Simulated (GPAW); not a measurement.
Crystal: HfO2.

```
Hf O
1.0
     0.00000   -2.55750   -2.55750
     0.00000    2.55750   -2.55750
     5.11500    0.00000    0.00000
Hf O
2 4
Direct
  0.55279 0.49378 0.49787
  0.94721 0.00622 0.00213
  0.07119 0.47513 0.74318
  0.42881 0.02487 0.25682
  0.04951 0.50865 0.25948
  0.45049 0.99135 0.74052
```

The cell isn't the ideal one: a zone-boundary wave of random shape, sigma 0.15 Å.

Program: GPAW 26.7.0. Alike in all runs: potentials or basis the program's PAW data sets (release 1.2.1) made for this functional, pw; no spin polarisation; cell a zone-boundary wave of random shape, sigma 0.15 Å; k mesh 5 × 5 × 4; cutoff (eV) 650.

**Question.** Order these runs on this cell by their band gap on the k mesh, lowest first.
A. level LDA+U; U Hf d U = 6.0 eV; smearing fermi-dirac 0.001 eV; maxiter 150; response ecut 80 eV; response k mesh 4 × 4 × 3; response bands 72; mesh quality coarse
B. level LDA+U; U Hf d U = 4.0 eV; smearing fermi-dirac 0.001 eV; maxiter 150; response ecut 80 eV; response k mesh 4 × 4 × 3; response bands 72; mesh quality coarse
C. level LDA; smearing fermi-dirac 0.05 eV; maxiter 120; convergence default; mesh quality not flagged

**Answer.** C (2.20 eV), B (3.05 eV), A (3.45 eV).

Caveats: some runs use coarse meshes; spin-orbit coupling is left out, which moves the levels of the heavy elements; an odd mesh through Γ misses points on the zone boundary, where band edges often lie; the long-wavelength limit can be off by several per cent where d states take part (some runs); response on these states lacks terms of the Hamiltonian (some runs).
